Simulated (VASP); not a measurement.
The system is BAs.

```xyz
2
Lattice="0.0000 2.3885 2.3885 2.3885 0.0000 2.3885 2.3885 2.3885 0.0000" Properties=species:S:1:pos:R:3 pbc="T T T"
B     0.0000    0.0000    0.0000
As    1.1943    1.1943    1.1943
```

```yaml
Program: VASP 6.6.1
Task: relaxation of cell and atoms
Functional: PBE
Potentials_or_basis: VASP PAW PBE potentials, release 64 (B, As)
Cutoff: 600 eV
k_mesh: 10 × 10 × 10
Occupations: gaussian, width 0.03 eV
Spin: no spin polarisation
```

At the start: pressure 3.4 GPa; volume 13.63 Å³/atom.

Q: Where does the relaxation end?

A: Over 3 steps the energy falls by 3.5 meV/atom and the volume is 13.97 Å³/atom (+2.5 %); space group F-43m (No. 216, to 0.05 Å).

Step by step:
| step | energy change (eV) | largest force (eV/Å) | pressure (GPa) | volume (Å³) |
| --- | --- | --- | --- | --- |
| 1 | 0.0000 | 0.0000 | 3.42 | 27.25 |
| 2 | -0.0037 | 0.0000 | -2.18 | 28.42 |
| 3 | -0.0071 | 0.0000 | 0.01 | 27.93 |

Final structure:
```
B As
1.0
     0.00000    2.40817    2.40817
     2.40817    0.00000    2.40817
     2.40817    2.40817    0.00000
B As
1 1
Cartesian
  0.0000 0.0000 0.0000
  1.2041 1.2041 1.2041
```
